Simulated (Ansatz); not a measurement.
# Si: what a guessed cell relaxes into

The task: take a trial cell of Si to zero force and stress.

Program: Ansatz 0.2.0. Level of theory: DFT PBE, scalar-relativistic, plane waves, PAW. These are calculated values, not measurements.

## Step 1: The starting structure

The structure is orthorhombic, space group P2_12_12_1 (No. 19). Conventional cell: a = 3.655 Å, b = 5.085 Å, c = 5.305 Å, α = 90.00°, β = 90.00°, γ = 90.00°. Around Si (site symmetry 1) lie 4 Si at 2.10 to 2.22 Å. Si (site symmetry 1) is surrounded by 6 Si at 2.10 to 2.39 Å.

Structure file:

```
Si
1.0
     3.65480    0.00000    0.00000
     0.00000    5.08533    0.00000
     0.00000    0.00000    5.30540
Si
8
Direct
  0.76237 0.77456 0.15395
  0.23763 0.27456 0.34605
  0.26237 0.72544 0.84605
  0.73763 0.22544 0.65395
  0.98068 0.40107 0.99633
  0.01932 0.90107 0.50367
  0.48068 0.09893 0.00367
  0.51932 0.59893 0.49633
```

The cell is invented: 4-, 6-connected net of one element (P2_12_12_1, No. 19). Lengths come from tabulated atomic sizes and are only a guess.

## Step 2: The guess as it stands, on a coarse mesh

input.yaml reads:

```yaml
crystal:
  lattice:
    - [3.65479866, 0.0, 0.0]
    - [0.0, 5.08532592, 0.0]
    - [0.0, 0.0, 5.30540022]
  atoms:
    - { symbol: Si, position: [0.762366, 0.774562, 0.15394999] }
    - { symbol: Si, position: [0.237634, 0.274562, 0.34605001] }
    - { symbol: Si, position: [0.262366, 0.725438, 0.84605001] }
    - { symbol: Si, position: [0.737634, 0.225438, 0.65394999] }
    - { symbol: Si, position: [0.98067701, 0.40107, 0.99633096] }
    - { symbol: Si, position: [0.01932299, 0.90107, 0.50366904] }
    - { symbol: Si, position: [0.48067701, 0.09893, 0.00366904] }
    - { symbol: Si, position: [0.51932299, 0.59893, 0.49633096] }
basis:
  ecutwfc: 420
kpoints:
  mp_grid: { grid: [6, 4, 4] }
hamiltonian:
  xc: pbe
scf:
  occupations: { method: gaussian, width: 0.1 }
  lower_state_search: "off"
output:
  forces: true
  stress: true
  eigenvalues: true
```

Run with:

```bash
$ ansatz run input.yaml --threads 1 --pin off --max-ram 2560MiB --backend cpu --events-out ev --progress --plain --runs-dir out
```

Further runs follow: a loose first relaxation; relaxation on the finer mesh.

**Question.** What will these runs give? Wanted: conventional cell; volume; energy over the standard state; gap on the mesh.

As calculated:

| quantity | value |
| --- | --- |
| symmetry at the end (tolerance 0.02 Å) | space group Fd-3m (No. 227) |
| conventional cell | a = 5.469 Å, b = 5.469 Å, c = 5.469 Å, α = 90.00°, β = 90.00°, γ = 90.00° |
| volume | 20.45 Å³/atom |
| energy over the standard state | 0.00 eV/atom |
| gap on the mesh | 0.61 eV |

What this shows: The symmetry goes from space group P2_12_12_1 (No. 19) to space group Fd-3m (No. 227), and the volume per atom grows by 65.9 % from the first guess. It is level with the element's standard state within the noise. No finished test with a distortion of lower symmetry is shown, so the end may be a saddle point.
